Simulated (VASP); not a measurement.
# Mg (P6_3/mmc) in VASP: further runs, part 2 of 2

VASP 6.6.1. Earlier steps stand in the parts before.

## 4. Relaxation of shape and atoms at fixed volume, PBE+D3(BJ) (a relaxed cell with its volume scaled by 0.96)

Input file INCAR:

```
SYSTEM = Mg
PREC = Accurate
ENCUT = 600
EDIFF = 1E-7
ISMEAR = 1
SIGMA = 0.1
LREAL = .False.
LASPH = .True.
NELM = 80
ALGO = Normal
ISIF = 4
LWAVE = .False.
LCHARG = .False.
GGA = PE
IVDW = 12
IBRION = 2
NSW = 40
EDIFFG = -0.01
```

Input file KPOINTS:

```
Automatic mesh
0
Gamma
  15 15 7
  0 0 0
```

Input file POSCAR:

```
Mg                                      
1.0
    3.1122236754      0.0000000000      0.0000000000
   -1.5561118377      2.6952647652      0.0000000000
    0.0000000000      0.0000000000      4.9591428219
  Mg            
     2
Direct
     0.3333333332999970    0.6666666667000030    0.2500000000000000
     0.6666666667000030    0.3333333332999970    0.7500000000000000
```

Potentials or basis: VASP PAW PBE potentials, release 64 (Mg).

Command:

```console
cat potpaw_PBE.64/Mg/POTCAR > POTCAR
mpirun -np 1 vasp_std > vasp.out
```

OUTCAR:

```text
SYSTEM = Mg
   PREC = Accurate
   ENCUT = 600
   EDIFF = 1E-7
   ISMEAR = 1
   LREAL = .False.
   LASPH = .True.
   NELM = 80
   ISIF = 4
   GGA = PE
   IVDW = 12
   IBRION = 2
   NSW = 40
   EDIFFG = -0.01
 IVDW          = 12

 ion  position               nearest neighbor table
   1  0.333  0.667  0.250-   2 3.06   2 3.06   2 3.06   2 3.06   2 3.06   2 3.06
   2  0.667  0.333  0.750-   1 3.06   1 3.06   1 3.06   1 3.06   1 3.06   1 3.06

  LATTYP: Found a hexagonal cell.
 ALAT       =     3.1122236754
 C/A-ratio  =     1.5934403626

  Lattice vectors:

 A1 = (   3.1122236754,   0.0000000000,   0.0000000000)
 A2 = (  -1.5561118377,   2.6952647652,   0.0000000000)
 A3 = (   0.0000000000,   0.0000000000,   4.9591428219)

Analysis of symmetry for initial positions (statically):
=====================================================================
 Subroutine PRICEL returns:
 Original cell was already a primitive cell.

 Routine SETGRP: Setting up the symmetry group for a
 hexagonal supercell.

 Subroutine GETGRP returns: Found 24 space group operations
 (whereof 12 operations were pure point group operations)
 out of a pool of 24 trial point group operations.

The static configuration has the point symmetry D_3d.
 The point group associated with its full space group is D_6h.

Analysis of symmetry for dynamics (positions and initial velocities):
=====================================================================
 Subroutine PRICEL returns:
 Original cell was already a primitive cell.

 Routine SETGRP: Setting up the symmetry group for a
 hexagonal supercell.

 Subroutine GETGRP returns: Found 24 space group operations
 (whereof 12 operations were pure point group operations)
 out of a pool of 24 trial point group operations.

The dynamic configuration has the point symmetry D_3d.
 The point group associated with its full space group is D_6h.

 Subroutine INISYM returns: Found 24 space group operations
 (whereof 12 operations are pure point group operations),
 and found     1 'primitive' translations

----------------------------------------------------------------------------------------

                                     Primitive cell

  volume of cell :      41.5986

  direct lattice vectors                    reciprocal lattice vectors
     3.112223675  0.000000000  0.000000000     0.321313666  0.185510532  0.000000000
    -1.556111838  2.695264765  0.000000000     0.000000000  0.371021064  0.000000000
     0.000000000  0.000000000  4.959142822     0.000000000  0.000000000  0.201647752

  length of vectors
     3.112223675  3.112223675  4.959142822     0.371021064  0.371021064  0.201647752

  position of ions in fractional coordinates (direct lattice)
     0.333333333  0.666666667  0.250000000
     0.666666667  0.333333333  0.750000000

  ion indices of the primitive-cell ions
   primitive index   ion index
                 1           1
                 2           2

----------------------------------------------------------------------------------------

 KPOINTS: Automatic mesh

Automatic generation of k-mesh.
 Grid dimensions read from file:
[... 23 lines left out ...]
  0.066667  0.000000  0.000000      6.000000
  0.133333  0.000000  0.000000      6.000000
  0.200000  0.000000  0.000000      6.000000
  0.266667  0.000000  0.000000      6.000000
  0.333333  0.000000  0.000000      6.000000
[... 16 lines left out ...]
  0.333333  0.200000  0.000000     12.000000
  0.400000  0.200000  0.000000      6.000000
 [... further k-points ...]
   k-points           NKPTS =    108   k-points in BZ     NKDIM =    108   number of bands    NBANDS=      6
   number of dos      NEDOS =    301   number of ions     NIONS =      2
   total plane-waves  NPLWV =  31360
   dimension x,y,z NGX =    28 NGY =   28 NGZ =   40
   dimension x,y,z NGXF=    56 NGYF=   56 NGZF=   80
   ions per type =               2
   NGX,Y,Z   is equivalent  to a cutoff of  14.96, 14.96, 13.41 a.u.
   NGXF,Y,Z  is equivalent  to a cutoff of  29.91, 29.91, 26.82 a.u.
 SYSTEM =  Mg
   PREC   = accura    normal or accurate (medium, high low for compatibility)
   ISTART =      0    job   : 0-new  1-cont  2-samecut
   ICHARG =      2    charge: 1-file 2-atom 10-const
   ISPIN  =      1    spin polarized calculation?
   LNONCOLLINEAR =      F non collinear calculations
   LSORBIT =      F    spin-orbit coupling
   LASPH  =      T    aspherical Exc in radial PAW
   ENCUT  =  600.0 eV  44.10 Ry    6.64 a.u.   6.22  6.22  9.90*2*pi/ulx,y,z
   NELM   =     80;   NELMIN=  2; NELMDL= -5     # of ELM steps
   EDIFF  = 0.1E-06   stopping-criterion for ELM
   LREAL  =      F    real-space projection
   EDIFFG = -.1E-01   stopping-criterion for IOM
   NSW    =     40    number of steps for IOM
   IBRION =      2    ionic relax: 0-MD 1-quasi-New 2-CG
   NFREE  =      1    steps in history (QN), initial steepest desc. (CG)
   ISIF   =      4    stress and relaxation
   ISYM   =      2    0-nonsym 1-usesym 2-fastsym
   POTIM  = 0.5000    time-step for ionic-motion
   TEBEG  =    0.0;   TEEND  =   0.0 temperature during run
   PSTRESS=    0.0 pullay stress
   NELECT =       4.0000    total number of electrons
   NUPDOWN=      -1.0000    fix difference up-down
   EMIN   =  10.00;   EMAX   =-10.00  energy-range for DOS
   EFERMI =   0.00;   METHOD = LEGACY
   ISMEAR =     1;   SIGMA  =   0.10  broadening in eV -4-tet -1-fermi 0-gaus
   EFERMI_NEDOS =   21; number of points for ismear=-14 and -15
   IALGO  =     38    algorithm
   IMIX   =      4    mixing-type and parameters
     AMIX     =   0.40;   BMIX     =  1.00
     AMIX_MAG =   1.60;   BMIX_MAG =  1.00
  volume/ion in A,a.u.               =      20.80       140.36
  Fermi-wavevector in a.u.,A,eV,Ry     =   0.750013  1.417318  7.653534  0.562519
  Thomas-Fermi vector in A             =   1.846665
   LORBIT       =      0    0 simple, 1 ext, 2 COOP (PROOUT), +10 PAW based schemes
   GGA     = PE    functional components
   LHFCALC =     F    Hartree Fock is set to
   AEXX    =    0.0000 exact exchange contribution
   IVDW    =    12    specifies the selected vdW correction
   LEPSILON=     F    determine dielectric tensor
   LRPA    =     F    only Hartree local field effects (RPA)
 conjugate gradient relaxation of ions
 non-spin polarized calculation
 Methfessel and Paxton  Order N= 1 SIGMA  =   0.10
  energy-cutoff  :      600.00
  volume of cell :       41.60
 maximum number of plane-waves:      1412
 NGX is ok and might be reduce to    28
   NGX = 13   NGY = 13   NGZ = 19

 number of electron       4.0000000 magnetization

 Free energy of the ion-electron system (eV)
  ---------------------------------------------------
  ext. energy  EPLUGINS =         0.00000000
  ---------------------------------------------------
  free energy    TOTEN  =        -2.96607063 eV

  energy without entropy =       -2.96556458  energy(sigma->0) =       -2.96590194

 E-fermi :   3.1341     XC(G=0):  -8.8015

 val. band max:        3.0955376780   @ k =   0.4000   0.1333   0.4286
 cond. band min:       3.1372848454   @ k =   0.4000   0.0667   0.2857
 fundamental gap:      0.0417471674
 Fermi energy:         3.1340766844

 k-point     1 :       0.0000    0.0000    0.0000
  band No.  band energies     occupation
      1      -4.1980      2.00000
      2       1.4303      2.00000
      3       2.1135      2.00000
      4      14.4836      0.00000
      5      14.4836      0.00000
      6      14.7608      0.00000
[... 199 lines left out ...]
 k-point    24 :       0.4000    0.2000    0.0000
  band No.  band energies     occupation
      1       1.3800      2.00000
      2       1.4692      2.00000
      3       5.0719     -0.00000
      4       6.5651      0.00000
      5       6.8553      0.00000
      6       7.3738      0.00000

 [... further k-points ...]

------------------------ aborting loop because EDIFF is reached ----------------------------------------

 Edisp (eV)   -0.62595

 E8    (eV) :    -0.2741

  FORCE on cell =-STRESS in cart. coord.  units (eV):
  Direction    XX          YY          ZZ          XY          YZ          ZX
  --------------------------------------------------------------------------------------
  -------------------------------------------------------------------------------------
  Total       0.45247     0.45247     0.46637     0.00000    -0.00000     0.00000
  in kB      17.42700    17.42700    17.96217     0.00000    -0.00000     0.00000
  external pressure =       17.61 kB  Pullay stress =        0.00 kB

 VOLUME and BASIS-vectors are now :
 -----------------------------------------------------------------------------
  energy-cutoff  :      600.00
  volume of cell :       41.60
      direct lattice vectors                 reciprocal lattice vectors
     3.112223675  0.000000000  0.000000000     0.321313666  0.185510532  0.000000000
    -1.556111838  2.695264765  0.000000000     0.000000000  0.371021064  0.000000000
     0.000000000  0.000000000  4.959142822     0.000000000  0.000000000  0.201647752

 POSITION                                       TOTAL-FORCE (eV/Angst)
 -----------------------------------------------------------------------------------
     -0.00000      1.79684      1.23979         0.000000     -0.000000      0.000000
      1.55611      0.89842      3.71936        -0.000000      0.000000      0.000000
 -----------------------------------------------------------------------------------
    total drift:                                0.000000     -0.000000      0.000000

  FREE ENERGIE OF THE ION-ELECTRON SYSTEM (eV)
  ---------------------------------------------------
  free  energy   TOTEN  =        -3.5920196276 eV

  energy  without entropy=       -3.5915135792  energy(sigma->0) =       -3.59185094

 reached required accuracy - stopping structural energy minimisation
```

OSZICAR:

```text
N       E                     dE             d eps       ncg     rms          rms(c)
DAV:   1     0.377828365505E+00    0.37783E+00   -0.14448E+03  1296   0.533E+02
DAV:   2    -0.295771834456E+01   -0.33355E+01   -0.32129E+01  1788   0.323E+01
DAV:   3    -0.298084720165E+01   -0.23129E-01   -0.23147E-01  1758   0.343E+00
DAV:   4    -0.298092706474E+01   -0.79863E-04   -0.79863E-04  1872   0.164E-01
DAV:   5    -0.298092757329E+01   -0.50855E-06   -0.50864E-06  1800   0.939E-03    0.950E-01
DAV:   6    -0.297372584631E+01    0.72017E-02   -0.38213E-04  1650   0.249E-01    0.607E-01
DAV:   7    -0.296606838157E+01    0.76575E-02   -0.14234E-03  1458   0.420E-01    0.319E-02
DAV:   8    -0.296607164857E+01   -0.32670E-05   -0.11922E-05  2088   0.309E-02    0.698E-03
DAV:   9    -0.296607072173E+01    0.92685E-06   -0.11287E-06  1554   0.768E-03    0.644E-04
DAV:  10    -0.296607061781E+01    0.10391E-06   -0.54071E-09  1188   0.706E-04    0.890E-05
DAV:  11    -0.296607062602E+01   -0.82102E-08   -0.43313E-10   942   0.194E-04
   1 F= -.35920196E+01 E0= -.35918509E+01  d E =-.359202E+01
```

It took 22 s on 1 thread of AMD EPYC 7R13 (Zen 3), shared host; peak memory 0.17 GiB.

Results:

| Property | Result |
| --- | --- |
| Free energy | -3.5920 eV |
| Pressure after relaxing | 1.8 GPa |
| Band gap on the k mesh | none (metal or under the smearing width) |
| Dispersion energy per atom | -0.313 eV |

Final structure:
```yaml
crystal:
  lattice:
    - [3.11222, 0.00000, 0.00000]
    - [-1.55611, 2.69526, 0.00000]
    - [0.00000, 0.00000, 4.95914]
  atoms:
    - { symbol: Mg, position: [0.33333, 0.66667, 0.25000] }
    - { symbol: Mg, position: [0.66667, 0.33333, 0.75000] }
```

Caveat: the relaxation stopped at its first step, so nothing moved; pairwise dispersion overbinds metals, which lowers pressure and volume.

## 5. The runs side by side

| task | cell | gap on the mesh (eV) | pressure (GPa) |
| --- | --- | --- | --- |
| relaxation of cell and atoms | relaxed | none | 0.0 |
| relaxation of shape and atoms at fixed volume | atoms relaxed at fixed volume from: a relaxed cell with its volume scaled by 0.94 | none | 2.8 |
| relaxation of shape and atoms at fixed volume | atoms relaxed at fixed volume from: a relaxed cell with its volume scaled by 0.96 | none | 1.8 |

Alike in all rows: level PBE+D3(BJ); potentials or basis VASP PAW PBE potentials, release 64 (Mg); no spin polarisation; k mesh 15 × 15 × 7; cutoff (eV) 600; smearing methfessel-paxton 0.1 eV.

Caveats: the relaxation stopped at its first step, so nothing moved; pairwise dispersion overbinds metals, which lowers pressure and volume.

Total energies depend on the potentials used, so only differences within one code and one set of settings carry meaning.
